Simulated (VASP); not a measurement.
Wanted: the native input for a VASP 6.6.1 run.

```
Task                   : single point
Functional             : PBE
Potentials or basis    : VASP PAW PBE potentials, release 64 (Ge_d)
Cutoff                 : 520 eV
k mesh                 : 2 × 2 × 2
Occupations            : gaussian, width 0.02 eV
Spin                   : no spin polarisation
Further INCAR settings : ALGO = Fast; EDIFF = 1e-07; NBANDS = 21
```

The structure of Ge lies in POSCAR:

```
Ge                                      
1.0
    0.0000000000      3.0438515635      3.0438515635
    3.0438515635     -0.0000000000      3.0438515635
    3.0438515635      3.0438515635     -0.0000000000
  Ge            
     2
Direct
     0.0000000000000000    1.0000000000000000    0.0000000000000000
     0.2500000000000000    0.2500000000000000    0.2500000000000000
```

The cell isn't the ideal one: a relaxed cell with its volume scaled by 0.91.

These files were run (other wordings do the same):

INCAR

```
ALGO     = Fast           # electronic algorithm
EDIFF    = 1E-7           # SCF threshold, eV
ENCUT    = 520            # plane-wave cutoff, eV
GGA      = PE             # functional
ISIF     = 2              # what is computed and relaxed
ISMEAR   = 0              # smearing method
LASPH    = T              # aspherical terms in the spheres
LCHARG   = F              # write CHGCAR
LREAL    = F              # projectors in reciprocal space
LWAVE    = F              # write WAVECAR
NBANDS   = 21             # bands
NELM     = 100            # most SCF steps
PREC     = Accurate       # precision mode
SIGMA    = 0.02           # smearing width, eV
```

KPOINTS

```
k-points
0
Gamma
  2 2 2
```

Potentials or basis: VASP PAW PBE potentials, release 64 (Ge_d).

Launch:

```bash
$ cat potpaw_PBE.64/Ge_d/POTCAR > POTCAR
$ mpirun -np 1 vasp_std > vasp.out
```

It gave:

The pressure is 4.0 GPa and the band gap on the k mesh is none (metal or under the smearing width).

Caveat: the k mesh is coarse (spacing up to 0.89 Å⁻¹), so the values aren't converged.

Wall time 5.8 s on 1 thread of Intel(R) Xeon(R) Platinum 8488C (Sapphire Rapids), with other jobs on the host, peak memory 0.16 GiB.
